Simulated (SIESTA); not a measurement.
ZnS:

```
CELL_PARAMETERS angstrom
0.00000 2.70200 2.70200
2.70200 0.00000 2.70200
2.70200 2.70200 0.00000
ATOMIC_POSITIONS crystal
Zn 0.75000 0.75000 0.75000
S 0.00000 0.00000 0.00000
```

Program: SIESTA 5.4.2. Alike in all runs: task single point; no spin polarisation; cell as given; k mesh 9 × 9 × 9; smearing fermi-dirac 0.05 eV; grid cutoff 800 Ry; energy shift 0.003 Ry.

**Question.** Order these runs on this cell by their band gap on the k mesh, lowest first.
A. level PW91; potentials or basis PseudoDojo 0.4 standard (PBE files), DZP (energy shift 0.003 Ry; two zetas on semicore shells)
B. level LDA; potentials or basis PseudoDojo 0.4 standard (LDA files), DZP (energy shift 0.003 Ry; two zetas on semicore shells)
C. level RPBE; potentials or basis PseudoDojo 0.4 standard (PBE files), DZP (energy shift 0.003 Ry; two zetas on semicore shells)

**Answer.** B (2.26 eV), A (2.44 eV), C (2.67 eV).

Caveats: the valence orbitals were made in a potential fitted to the semicore shell under them, which widens gaps by tenths of an eV or more; an odd mesh through Γ misses points on the zone boundary, where band edges often lie; the basis of atomic orbitals isn't converged, which shifts pressures, moduli and gaps.
